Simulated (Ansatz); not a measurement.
**SnO: energy along a strain**

SnO, P4/nmm, a = 3.802 Å, c = 4.836 Å (as given, not relaxed at this level: 4.2 GPa, forces to 0.35 eV/Å). Ansatz: PBE, PAW, 420 eV, Γ-centred 12×12×10 mesh on 4 atoms, Gaussian smearing 0.15 eV; no spin polarisation. Cell vectors (Å): 3.802 0.000 0.000; 0.000 3.802 0.000; 0.000 0.000 4.836. The cell is strained by x per cent times the pattern (0 0 0 0 0 1) in the order xx yy zz yz xz xy (engineering shears), with fractional coordinates held. y is the free energy over the start, V0 = 17.476 Å³/atom. Symmetry makes y even in x.

| x (%) | y (meV/atom) |
| --- | --- |
| -4.00 | ? |
| -2.00 | 1.88 |
| 0.00 | 0.00 |
| 0.50 | 0.12 |
| 1.00 | 0.47 |
| 1.50 | 1.06 |
| 2.50 | 2.93 |
| 3.00 | 4.22 |
| 3.50 | 5.75 |

Q: Fit y = c2 x² + c4 x⁴ to the other rows, get the stiffness along the pattern, and predict the missing energy.

A: Least squares on the rows shown. y = 0.4693 x² − 7.239×10⁻⁶ x⁴. The clamped-ion stiffness p·C·p = 2 × 4.693 eV × 160.2 / 17.476 Å³ = 86 GPa, which is C66 in these axes (second derivative at the start, which stands under stress). At x = -4.00 the fit asked for gives 7.51 meV/atom. The run gave 7.51 meV/atom, the same to the digits shown.

The energy is harmonic in this shear over the whole range sampled. The quartic term contributes less than the rounding of the tabulated energies, so its sign carries no physical meaning, and the agreement at -4.00 mainly confirms the quadratic term.

In the litharge structure each Sn–O bond lies in a plane containing the c axis and either a or b, so an xy shear leaves the bond lengths unchanged to first order and instead changes the angles between bonds. The 86 GPa therefore probably reflects angle bending and the repulsion between like ions within the Sn–O layers, rather than bond stretching. The layers do not slide over one another or change their spacing, so the value says little about the weak contact between the Sn lone pairs.

No zone-centre optical mode shares the symmetry of this shear, so holding the fractional coordinates suppresses no linear internal relaxation. This suggests that the clamped-ion value would lie close to the relaxed-ion one, apart from the effect of correcting the Sn height.
